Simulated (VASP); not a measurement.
# W2C3 (P1) in VASP: relaxation of cell and atoms with PBE

Aim: the relaxation of cell and atoms of W2C3 with PBE.

Everything below comes from runs of VASP 6.6.1. Logs are shortened: lines on timing, memory, paths and dates and some standing lists are left out, and cuts for length are marked.

### Step 1. Starting point

The typed cell holds 10 atoms: a = 2.801 Å, b = 2.742 Å, c = 14.255 Å, α = 89.90°, β = 89.39°, γ = 120.75°.

The cell was built by a generator and needn't be a form met in nature.

### Step 2. Relaxation of cell and atoms, PBE

INCAR reads:

```
SYSTEM = W2C3
PREC = Normal ; ENCUT = 520
EDIFF = 1E-5 ; ISMEAR = 0
SIGMA = 0.15 ; LREAL = Auto
LASPH = .TRUE. ; NELM = 80
ALGO = Fast ; ISIF = 3
LWAVE = .FALSE. ; LCHARG = .FALSE.
GGA = PE ; IBRION = 2
NSW = 110 ; EDIFFG = -0.03
ISYM = 0 ; KPAR = 4
```

KPOINTS reads:

```
regular mesh
0
G
  9 9 2
  0 0 0
```

POSCAR reads:

```
W2C3
1.0
    2.8008963500     -0.0010227600      0.0147802600
   -1.4013344100      2.3569838100      0.0024191600
    0.0758479300      0.0581257700     14.2548111700
W C
4 6
Direct
    0.3602726700      0.6859178500      0.1479379400
    0.6512980600      0.3024373500      0.6482179000
    0.3258476600      0.6318063100      0.3513275500
    0.6577511100      0.3198405900      0.8488799400
    0.0358262300      0.0073707000      0.2519391100
    0.9657016400      0.9920695800      0.7546247500
    0.3083836900      0.6841490400      0.9869008100
    0.6575540000      0.3033038800      0.4859636600
    0.3714197200      0.6901086800      0.5106956100
    0.6634510500      0.3219619200      0.0106090500
```

Potentials or basis: VASP PAW PBE potentials, release 64 (W_sv, C).

Launch:

```bash
$ cat potpaw_PBE.64/W_sv/POTCAR potpaw_PBE.64/C/POTCAR > POTCAR
$ mpirun -np 4 vasp_std > vasp.out
```

OUTCAR:

```text
SYSTEM = W2C3
   PREC = Normal
   ENCUT = 520
   EDIFF = 1E-5
   ISMEAR = 0
   LREAL = Auto
   LASPH = .TRUE.
   NELM = 80
   ISIF = 3
   GGA = PE
   IBRION = 2
   NSW = 110
   EDIFFG = -0.03
   ISYM = 0

 ion  position               nearest neighbor table
   1  0.360  0.686  0.148-   5 2.14   5 2.17   5 2.22   7 2.30  10 2.46  10 2.53  10 2.59   3 2.90

   2  0.651  0.302  0.648-   6 2.14   6 2.23   6 2.23   8 2.31   9 2.44   9 2.54   9 2.60   4 2.86

   3  0.326  0.632  0.351-   5 2.05   5 2.15   5 2.21   9 2.28   8 2.49   8 2.50   8 2.50   1 2.90

   4  0.658  0.320  0.849-   6 2.03   6 2.07   6 2.16  10 2.31   7 2.46   7 2.53   7 2.61   2 2.86

   5  0.036  0.007  0.252-   3 2.05   1 2.14   3 2.15   1 2.17   3 2.21   1 2.22
   6  0.966  0.992  0.755-   4 2.03   4 2.07   2 2.14   4 2.16   2 2.23   2 2.23
   7  0.308  0.684  0.987-  10 1.55  10 1.59  10 1.76   1 2.30   4 2.46   4 2.53   4 2.61
   8  0.658  0.303  0.486-   9 1.49   9 1.66   9 1.76   2 2.31   3 2.49   3 2.50   3 2.50
   9  0.371  0.690  0.511-   8 1.49   8 1.66   8 1.76   3 2.28   2 2.44   2 2.54   2 2.60
  10  0.663  0.322  0.011-   7 1.55   7 1.59   7 1.76   4 2.31   1 2.46   1 2.53   1 2.59

IMPORTANT INFORMATION: All symmetrisations will be switched off!
NOSYMM: (Re-)initialisation of all symmetry stuff for point group C_1.

----------------------------------------------------------------------------------------

                                     Primitive cell

  volume of cell :      94.0809

  direct lattice vectors                    reciprocal lattice vectors
     2.800896350 -0.001022760  0.014780260     0.357120692  0.212327383 -0.002765982
    -1.401334410  2.356983810  0.002419160     0.000164097  0.424370392 -0.001731296
     0.075847930  0.058125770 14.254811170    -0.000370312 -0.000292173  0.070154915

  length of vectors
     2.800935534  2.742100775 14.255131462     0.415482559  0.424373955  0.070156501

  position of ions in fractional coordinates (direct lattice)
     0.360272670  0.685917850  0.147937940
     0.651298060  0.302437350  0.648217900
     0.325847660  0.631806310  0.351327550
     0.657751110  0.319840590  0.848879940
     0.035826230  0.007370700  0.251939110
     0.965701640  0.992069580  0.754624750
     0.308383690  0.684149040  0.986900810
     0.657554000  0.303303880  0.485963660
     0.371419720  0.690108680  0.510695610
     0.663451050  0.321961920  0.010609050

  ion indices of the primitive-cell ions
   primitive index   ion index
                 1           1
                 2           2
                 3           3
[... 98 lines left out ...]
     AMIX     =   0.40;   BMIX     =  1.00
     AMIX_MAG =   1.60;   BMIX_MAG =  1.00
  volume/ion in A,a.u.               =       9.41        63.49
  Fermi-wavevector in a.u.,A,eV,Ry     =   1.550974  2.930915 32.729076  2.405519
  Thomas-Fermi vector in A             =   2.655560
   LORBIT       =      0    0 simple, 1 ext, 2 COOP (PROOUT), +10 PAW based schemes
   GGA     = PE    functional components
   LHFCALC =     F    Hartree Fock is set to
   AEXX    =    0.0000 exact exchange contribution
   IVDW    =     0    specifies the selected vdW correction
   LEPSILON=     F    determine dielectric tensor
   LRPA    =     F    only Hartree local field effects (RPA)
 conjugate gradient relaxation of ions
 non-spin polarized calculation
 RMM-DIIS sequential band-by-band and
 Gauss-broadening in eV      SIGMA  =   0.15
  energy-cutoff  :      520.00
  volume of cell :       94.08
 maximum number of plane-waves:      2563
   NGX = 11   NGY = 11   NGZ = 53

--------------------------------------- Ionic step        1  -------------------------------------------

 number of electron      80.0000006 magnetization

 Free energy of the ion-electron system (eV)
  ---------------------------------------------------
  ext. energy  EPLUGINS =         0.00000000
  ---------------------------------------------------
  free energy    TOTEN  =       -99.69309337 eV

  energy without entropy =      -99.63648007  energy(sigma->0) =      -99.66478672

------------------------ aborting loop because EDIFF is reached ----------------------------------------

  FORCE on cell =-STRESS in cart. coord.  units (eV):
  Direction    XX          YY          ZZ          XY          YZ          ZX
  --------------------------------------------------------------------------------------
  -------------------------------------------------------------------------------------
  Total        1.7267049      9.7805481      5.9246032     -1.6714424      0.0771872     -1.6003736
  in kB       29.4054258    166.5607013    100.8947602    -28.4643172      1.3144828    -27.2540299
  external PRESSURE =      98.9536291 kB  Pullay stress =       0.0000000 kB
[... 113 lines left out ...]
  FREE ENERGIE OF THE ION-ELECTRON SYSTEM (eV)
  ---------------------------------------------------
  free  energy   TOTEN  =      -100.2212367601 eV

  energy  without entropy=     -100.1593864946  energy(sigma->0) =     -100.19031163

[... ionic steps 4 to 17 ...]

--------------------------------------- Ionic step       18  -------------------------------------------

 number of electron      79.9999986 magnetization

------------------------ aborting loop because EDIFF is reached ----------------------------------------
[... 83 lines left out ...]
--------------------------------------- Ionic step       20  -------------------------------------------

 number of electron      79.9999986 magnetization

 Free energy of the ion-electron system (eV)
  ---------------------------------------------------
  ext. energy  EPLUGINS =         0.00000000
  ---------------------------------------------------
  free energy    TOTEN  =      -100.37391477 eV

  energy without entropy =     -100.32655973  energy(sigma->0) =     -100.35023725

 E-fermi :  11.9134     XC(G=0): -13.6108

 val. band max:       11.9061916250   @ k =  -0.3333   0.4444  -0.0000
 cond. band min:      11.9215456591   @ k =   0.1111   0.3333   0.0000
 fundamental gap:      0.0153540341
 Fermi energy:        11.9133760651

 k-point     1 :       0.0000    0.0000    0.0000
  band No.  band energies     occupation
      1     -62.5885      2.00000
      2     -62.5866      2.00000
      3     -62.5698      2.00000
      4     -62.5694      2.00000
      5     -27.3325      2.00000
      6     -27.3241      2.00000
[... 1213 lines left out ...]
     47      14.3815      0.00000
     48      14.4462      0.00000

 [... further k-points ...]
[... 5 lines left out ...]
  --------------------------------------------------------------------------------------
  -------------------------------------------------------------------------------------
  Total        0.1164463      0.0472006     -0.0428217     -0.0048339     -0.0209822      0.0346695
  in kB        1.9349424      0.7843135     -0.7115507     -0.0803224     -0.3486526      0.5760901
  external PRESSURE =       0.6692351 kB  Pullay stress =       0.0000000 kB
[... 25 lines left out ...]
  FREE ENERGIE OF THE ION-ELECTRON SYSTEM (eV)
  ---------------------------------------------------
  free  energy   TOTEN  =      -100.3739147727 eV

  energy  without entropy=     -100.3265597272  energy(sigma->0) =     -100.35023725

 reached required accuracy - stopping structural energy minimisation
```

OSZICAR:

```text
N       E                     dE             d eps       ncg     rms          rms(c)
DAV:   1     0.972509376085E+03    0.97251E+03   -0.44771E+04  7896   0.189E+03
DAV:   2    -0.241462525166E+02   -0.99666E+03   -0.96581E+03  8072   0.583E+02
[... 209 lines left out ...]
RMM:   2    -0.100373876599E+03   -0.45964E-04   -0.52886E-03  9326   0.462E-01    0.979E-02
RMM:   3    -0.100373926674E+03   -0.50075E-04   -0.12414E-03  8593   0.183E-01    0.660E-02
RMM:   4    -0.100373933606E+03   -0.69322E-05   -0.27628E-04  9953   0.763E-02    0.535E-02
RMM:   5    -0.100373914721E+03    0.18886E-04   -0.50894E-05  6847   0.349E-02    0.292E-02
RMM:   6    -0.100373921392E+03   -0.66714E-05   -0.11200E-04  7961   0.312E-02    0.171E-02
RMM:   7    -0.100373914773E+03    0.66192E-05   -0.14985E-05  4780   0.185E-02
  20 F= -.10037391E+03 E0= -.10035024E+03  d E =-.282495E-03
```

CONTCAR:

```text
W2C3
   1.00000000000000
     2.7648875037111078    0.0026789618362512   -0.0027708222754609
    -1.3798682044886934    2.3915328188565166    0.0058469293595674
    -0.0158601515317142    0.0251541331366400   14.5738279937151081
  W               C
     4     6
Direct
     0.3496498256078259    0.6704016041988717    0.1505051667348493
     0.6505357956711666    0.3230516261939625    0.6503315833206957
     0.3506431971500522    0.6650388907982199    0.3491498828252064
     0.6490603713848025    0.3178784244121303    0.8489823315214675
     0.0151990479270520    0.0002657561342052    0.2498189813961959
     0.9843100044627264    0.9871024760494063    0.7496872891292223
     0.3302360647024604    0.6614106070480649    0.9884082986361582
     0.6686958448320338    0.3264532248749211    0.4882041935376192
     0.3352186746074609    0.6594001121706292    0.5110603504407910
     0.6639570036544138    0.3279631781195955    0.0109482424577990

  0.00000000E+00  0.00000000E+00  0.00000000E+00
  0.00000000E+00  0.00000000E+00  0.00000000E+00
  0.00000000E+00  0.00000000E+00  0.00000000E+00
  0.00000000E+00  0.00000000E+00  0.00000000E+00
  0.00000000E+00  0.00000000E+00  0.00000000E+00
  0.00000000E+00  0.00000000E+00  0.00000000E+00
  0.00000000E+00  0.00000000E+00  0.00000000E+00
  0.00000000E+00  0.00000000E+00  0.00000000E+00
  0.00000000E+00  0.00000000E+00  0.00000000E+00
  0.00000000E+00  0.00000000E+00  0.00000000E+00
```

Run time: 6.5 min. Hardware: 4 MPI ranks of Intel Xeon Platinum 8559C (Emerald Rapids), shared host; peak memory 0.31 GiB.

Results:

- Free energy: -100.3739 eV
- Relaxed volume: 9.64 Å³/atom
- Relaxed cell: a = 2.765 Å, b = 2.761 Å, c = 14.574 Å, α = 89.76°, β = 90.12°, γ = 119.93°
- Space group after relaxing (to 0.05 Å): C2/c (No. 15)
- Energy gained by relaxing: 68.1 meV/atom
- Ionic steps: 20
- Pressure after relaxing: 0.1 GPa
- Largest force after relaxing: 0.026 eV/Å
- Band gap on the k mesh: none (metal or under the smearing width)

Forces on the atoms (eV/Å):
```
W    0.000 -0.012 -0.016
W   -0.002 -0.004 -0.021
W   -0.009 -0.008  0.017
W    0.018 -0.001  0.015
C    0.000  0.010 -0.005
C   -0.006  0.011 -0.004
C    0.026 -0.001  0.000
C   -0.015  0.011  0.011
C   -0.013 -0.003 -0.002
C    0.002 -0.002  0.005
```

The path:
| step | energy change (eV) | largest force (eV/Å) | pressure (GPa) | volume (Å³) |
| --- | --- | --- | --- | --- |
| 1 | 0.0000 | 3.0962 | 9.90 | 94.08 |
| 2 | 0.0738 | 1.6080 | -20.35 | 102.17 |
| 3 | -0.5281 | 0.7674 | -6.88 | 97.63 |
| 4 | -0.5367 | 0.8553 | 8.99 | 93.78 |
| 5 | -0.6235 | 0.4278 | 0.88 | 95.61 |
| 6 | -0.6543 | 0.2627 | 0.39 | 95.79 |
| 7 | -0.6580 | 0.3805 | 0.26 | 95.88 |
| 8 | -0.6687 | 0.1563 | -0.29 | 96.15 |
| 9 | -0.6691 | 0.1700 | -0.30 | 96.21 |
| 10 | -0.6740 | 0.1175 | 0.57 | 96.06 |
| 11 | -0.6743 | 0.1251 | 0.92 | 96.01 |
| 12 | -0.6774 | 0.1056 | -0.04 | 96.33 |
| 13 | -0.6777 | 0.1052 | -0.49 | 96.47 |
| 14 | -0.6795 | 0.0595 | -0.06 | 96.43 |
| 15 | -0.6796 | 0.0696 | 0.06 | 96.42 |
| 16 | -0.6800 | 0.0396 | 0.04 | 96.45 |
| 17 | -0.6801 | 0.0576 | -0.04 | 96.49 |
| 18 | -0.6804 | 0.0459 | -0.11 | 96.49 |
| 19 | -0.6805 | 0.0418 | -0.13 | 96.50 |
| 20 | -0.6808 | 0.0259 | 0.07 | 96.42 |

Final structure:
```
W C
1.0
     2.76489    0.00268   -0.00277
    -1.37987    2.39153    0.00585
    -0.01586    0.02515   14.57383
W C
4 6
Direct
  0.34965 0.67040 0.15051
  0.65054 0.32305 0.65033
  0.35064 0.66504 0.34915
  0.64906 0.31788 0.84898
  0.01520 0.00027 0.24982
  0.98431 0.98710 0.74969
  0.33024 0.66141 0.98841
  0.66870 0.32645 0.48820
  0.33522 0.65940 0.51106
  0.66396 0.32796 0.01095
```

Levels at points of the mesh, in eV from the Fermi level:
```tsv
k point	band 36	band 37	band 38	band 39	band 40	band 41	band 42	band 43	band 44	band 45
(0.00, 0.00, 0.00)	-1.24	-1.10	-1.06	-0.23	-0.21	0.22	0.29	0.41	0.49	0.75
(0.00, 0.00, 0.50)	-1.19	-1.15	-1.15	-0.24	-0.23	0.31	0.31	0.38	0.38	1.19
```

The run has no spin-orbit coupling, so splittings on W are missing.
